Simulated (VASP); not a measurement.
# Si (P6_3/mmc) in VASP: further runs

One crystal, Si, is run at these levels: PBE; tasks: relaxation of shape and atoms at fixed volume.

Program: VASP 6.6.1. These are calculated values, not measurements. Logs are shortened: lines on timing, memory, paths and dates and some standing lists are left out, and cuts for length are marked.

### Step 1. The undisturbed crystal

It takes space group P6_3/mmc (No. 194, hexagonal). Conventional cell: a = 2.666 Å, b = 2.666 Å, c = 4.506 Å, α = 90.00°, β = 90.00°, γ = 120.00°. Around Si (site symmetry -6m2) lie 12 Si at 2.67 to 2.73 Å.

This isn't the form of Si at room conditions, which is diamond.

### Step 2. Relaxation of shape and atoms at fixed volume, PBE (a relaxed cell with its volume scaled by 1.04)

The input, INCAR:

```
SYSTEM = Si
ALGO = Normal ; EDIFF = 1E-7
EDIFFG = -0.01 ; ENCUT = 600
GGA = PE ; IBRION = 2
ISIF = 4 ; ISMEAR = 1
LASPH = .True. ; LCHARG = .False.
LREAL = .False. ; LWAVE = .False.
NELM = 80 ; NSW = 40
PREC = Accurate ; SIGMA = 0.1
```

The input, KPOINTS:

```
k-points
0
Gamma
  18 18 8
  0 0 0
```

The input, POSCAR:

```
Si                                      
1.0
    2.7275231730      0.0000000000      0.0000000000
   -1.3637615865      2.3621043572      0.0000000000
    0.0000000000      0.0000000000      4.6225953828
  Si            
     2
Direct
     0.3333333300000021    0.6666666699999979    0.2500000000000000
     0.6666666699999979    0.3333333300000021    0.7500000000000000
```

Potentials or basis: VASP PAW PBE potentials, release 64 (Si).

Run with:

```sh
$ cat potpaw_PBE.64/Si/POTCAR > POTCAR
$ mpirun -np 1 vasp_std > vasp.out
```

OUTCAR:

```text
SYSTEM = Si
   EDIFF = 1E-7
   EDIFFG = -0.01
   ENCUT = 600
   GGA = PE
   IBRION = 2
   ISIF = 4
   ISMEAR = 1
   LASPH = .True.
   LREAL = .False.
   NELM = 80
   NSW = 40
   PREC = Accurate

 ion  position               nearest neighbor table
   1  0.333  0.667  0.250-   2 2.80   2 2.80   2 2.80   2 2.80   2 2.80   2 2.80
   2  0.667  0.333  0.750-   1 2.80   1 2.80   1 2.80   1 2.80   1 2.80   1 2.80

  LATTYP: Found a hexagonal cell.
 ALAT       =     2.7275231730
 C/A-ratio  =     1.6947960071

  Lattice vectors:

 A1 = (   2.7275231730,   0.0000000000,   0.0000000000)
 A2 = (  -1.3637615865,   2.3621043572,   0.0000000000)
 A3 = (   0.0000000000,   0.0000000000,   4.6225953828)

Analysis of symmetry for initial positions (statically):
=====================================================================
 Subroutine PRICEL returns:
 Original cell was already a primitive cell.

 Routine SETGRP: Setting up the symmetry group for a
 hexagonal supercell.

 Subroutine GETGRP returns: Found 24 space group operations
 (whereof 12 operations were pure point group operations)
 out of a pool of 24 trial point group operations.

The static configuration has the point symmetry D_3d.
 The point group associated with its full space group is D_6h.

Analysis of symmetry for dynamics (positions and initial velocities):
=====================================================================
 Subroutine PRICEL returns:
 Original cell was already a primitive cell.

 Routine SETGRP: Setting up the symmetry group for a
 hexagonal supercell.

 Subroutine GETGRP returns: Found 24 space group operations
 (whereof 12 operations were pure point group operations)
 out of a pool of 24 trial point group operations.

The dynamic configuration has the point symmetry D_3d.
 The point group associated with its full space group is D_6h.

 Subroutine INISYM returns: Found 24 space group operations
 (whereof 12 operations are pure point group operations),
 and found     1 'primitive' translations

----------------------------------------------------------------------------------------

                                     Primitive cell

  volume of cell :      29.7820

  direct lattice vectors                    reciprocal lattice vectors
     2.727523173  0.000000000  0.000000000     0.366632999  0.211675661  0.000000000
    -1.363761586  2.362104357  0.000000000     0.000000000  0.423351321  0.000000000
     0.000000000  0.000000000  4.622595383     0.000000000  0.000000000  0.216328689
[... 86 lines left out ...]
   EDIFFG = -.1E-01   stopping-criterion for IOM
   NSW    =     40    number of steps for IOM
   IBRION =      2    ionic relax: 0-MD 1-quasi-New 2-CG
   NFREE  =      1    steps in history (QN), initial steepest desc. (CG)
   ISIF   =      4    stress and relaxation
   ISYM   =      2    0-nonsym 1-usesym 2-fastsym
   POTIM  = 0.5000    time-step for ionic-motion
   TEBEG  =    0.0;   TEEND  =   0.0 temperature during run
   PSTRESS=    0.0 pullay stress
   NELECT =       8.0000    total number of electrons
   NUPDOWN=      -1.0000    fix difference up-down
   EMIN   =  10.00;   EMAX   =-10.00  energy-range for DOS
   EFERMI =   0.00;   METHOD = LEGACY
   ISMEAR =     1;   SIGMA  =   0.10  broadening in eV -4-tet -1-fermi 0-gaus
   EFERMI_NEDOS =   21; number of points for ismear=-14 and -15
   IALGO  =     38    algorithm
   IMIX   =      4    mixing-type and parameters
     AMIX     =   0.40;   BMIX     =  1.00
     AMIX_MAG =   1.60;   BMIX_MAG =  1.00
  volume/ion in A,a.u.               =      14.89       100.49
  Fermi-wavevector in a.u.,A,eV,Ry     =   1.056299  1.996116 15.180950  1.115768
  Thomas-Fermi vector in A             =   2.191530
   LORBIT       =      0    0 simple, 1 ext, 2 COOP (PROOUT), +10 PAW based schemes
   GGA     = PE    functional components
   LHFCALC =     F    Hartree Fock is set to
   AEXX    =    0.0000 exact exchange contribution
   IVDW    =     0    specifies the selected vdW correction
   LEPSILON=     F    determine dielectric tensor
   LRPA    =     F    only Hartree local field effects (RPA)
 conjugate gradient relaxation of ions
 non-spin polarized calculation
 Methfessel and Paxton  Order N= 1 SIGMA  =   0.10
  energy-cutoff  :      600.00
  volume of cell :       29.78
 maximum number of plane-waves:      1027
 NGX is ok and might be reduce to    24
   NGX = 11   NGY = 11   NGZ = 19

 number of electron       8.0000000 magnetization

 Free energy of the ion-electron system (eV)
  ---------------------------------------------------
  ext. energy  EPLUGINS =         0.00000000
  ---------------------------------------------------
  free energy    TOTEN  =        -9.82616304 eV

  energy without entropy =       -9.82624559  energy(sigma->0) =       -9.82619055

 E-fermi :   9.8072     XC(G=0): -11.0787

 val. band max:        9.7613012260   @ k =   0.3333   0.3333   0.0000
 cond. band min:       9.8153683573   @ k =   0.2222   0.0556   0.0000
 fundamental gap:      0.0540671313
 Fermi energy:         9.8071843889

 k-point     1 :       0.0000    0.0000    0.0000
  band No.  band energies     occupation
      1      -4.4005      2.00000
      2       1.7486      2.00000
      3       2.8800      2.00000
      4      18.3040      0.00000
      5      18.3040      0.00000
      6      19.6924      0.00000
      7      19.6924      0.00000
      8      19.8182      0.00000
[... 243 lines left out ...]
 k-point    24 :       0.3889    0.1111    0.0000
  band No.  band energies     occupation
      1       0.8910      2.00000
      2       3.7711      2.00000
      3       6.9515      2.00000
      4       7.8098      2.00000
      5       9.6609      2.05855
      6      10.5802     -0.00000
      7      10.9356     -0.00000
      8      15.9670      0.00000

 [... further k-points ...]
[... 5 lines left out ...]
  --------------------------------------------------------------------------------------
  -------------------------------------------------------------------------------------
  Total       -0.5817049     -0.5817049     -0.5750606      0.0000000      0.0000000      0.0000000
  in kB      -31.2939150    -31.2939150    -30.9364731      0.0000000      0.0000000      0.0000000
  external PRESSURE =     -31.1747677 kB  Pullay stress =       0.0000000 kB

 VOLUME and BASIS-vectors are now :
 -----------------------------------------------------------------------------
  energy-cutoff  :      600.00
  volume of cell :       29.78
      direct lattice vectors                 reciprocal lattice vectors
     2.727523173  0.000000000  0.000000000     0.366632999  0.211675661  0.000000000
    -1.363761586  2.362104357  0.000000000     0.000000000  0.423351321  0.000000000
     0.000000000  0.000000000  4.622595383     0.000000000  0.000000000  0.216328689

 POSITION                                       TOTAL-FORCE (eV/Angst)
 -----------------------------------------------------------------------------------
     -0.00000      1.57474      1.15565        -0.000000      0.000000      0.000000
      1.36376      0.78737      3.46695         0.000000      0.000000      0.000000
 -----------------------------------------------------------------------------------
    total drift:                               -0.000000      0.000000      0.000000

  FREE ENERGIE OF THE ION-ELECTRON SYSTEM (eV)
  ---------------------------------------------------
  free  energy   TOTEN  =        -9.8261630364 eV

  energy  without entropy=       -9.8262455912  energy(sigma->0) =       -9.82619055

 reached required accuracy - stopping structural energy minimisation
```

CONTCAR:

```text
Si
   1.00000000000000
     2.7275231729999998    0.0000000000000000    0.0000000000000000
    -1.3637615864999999    2.3621043571999998    0.0000000000000000
     0.0000000000000000    0.0000000000000000    4.6225953828000002
  Si
     2
Direct
     0.3333333300000021    0.6666666699999979    0.2500000000000000
     0.6666666699999979    0.3333333300000021    0.7500000000000000

  0.00000000E+00  0.00000000E+00  0.00000000E+00
  0.00000000E+00  0.00000000E+00  0.00000000E+00
```

Run time: 31 s. Hardware: 1 thread of Intel Xeon Platinum 8259CL at 2.50GHz (Skylake/Cascade Lake), shared host; peak memory 0.18 GiB.

What came out:

* Free energy: -9.8262 eV
* Pressure after relaxing: -3.1 GPa
* Band gap on the k mesh: none (metal or under the smearing width)

Final structure:
```
Si
1.0
     2.72752    0.00000    0.00000
    -1.36376    2.36210    0.00000
     0.00000    0.00000    4.62260
Si
2
Cartesian
  0.0000 1.5747 1.1556
  1.3638 0.7874 3.4669
```

Caveat: the relaxation stopped at its first step, so nothing moved.

### Step 3. Relaxation of shape and atoms at fixed volume, PBE (a relaxed cell with its volume scaled by 1.06)

INCAR is that of step 2.

KPOINTS is that of step 2.

The input, POSCAR:

```
Si                                      
1.0
    2.7448964005      0.0000000000      0.0000000000
   -1.3724482002      2.3771500135      0.0000000000
    0.0000000000      0.0000000000      4.6520394594
  Si            
     2
Direct
     0.3333333300000021    0.6666666699999979    0.2500000000000000
     0.6666666699999979    0.3333333300000021    0.7500000000000000
```

Potentials or basis: VASP PAW PBE potentials, release 64 (Si).

Run with:

```sh
$ cat potpaw_PBE.64/Si/POTCAR > POTCAR
$ mpirun -np 1 vasp_std > vasp.out
```

It took 30 s on 1 thread of Intel Xeon Platinum 8259CL at 2.50GHz (Skylake/Cascade Lake), shared host; peak memory 0.18 GiB.

The run converged. Its results:

| Property | Result |
| --- | --- |
| Free energy | -9.8126 eV |
| Pressure after relaxing | -4.5 GPa |
| Band gap on the k mesh | none (metal or under the smearing width) |

Stress tensor (GPa, compression positive):
```
-4.50  0.00  0.00
 0.00 -4.50  0.00
 0.00  0.00 -4.36
```

Final structure:
```cif
data_structure
_symmetry_space_group_name_H-M 'P 1'
_symmetry_Int_Tables_number 1
_cell_length_a 2.7449
_cell_length_b 2.7449
_cell_length_c 4.6520
_cell_angle_alpha 90.000
_cell_angle_beta 90.000
_cell_angle_gamma 120.000
_cell_volume 30.35
loop_
_atom_site_label
_atom_site_type_symbol
_atom_site_fract_x
_atom_site_fract_y
_atom_site_fract_z
_atom_site_occupancy
Si1 Si 0.33333 0.66667 0.25000 1
Si2 Si 0.66667 0.33333 0.75000 1
```

Levels at points of the mesh, in eV from the Fermi level:
```tsv
k point	band 2	band 3	band 4	band 5	band 6	band 7
(0.00, 0.00, 0.00)	-8.00	-6.80	8.35	8.35	9.76	9.76
(0.50, 0.00, 0.00)	-7.33	-1.90	-1.71	-1.47	0.16	3.48
(0.00, 0.00, 0.50)	-12.37	0.57	0.57	9.55	9.55	9.55
(0.50, 0.00, 0.50)	-6.40	-5.74	-5.74	4.92	4.92	5.29
```

Caveat: the relaxation stopped at its first step, so nothing moved.
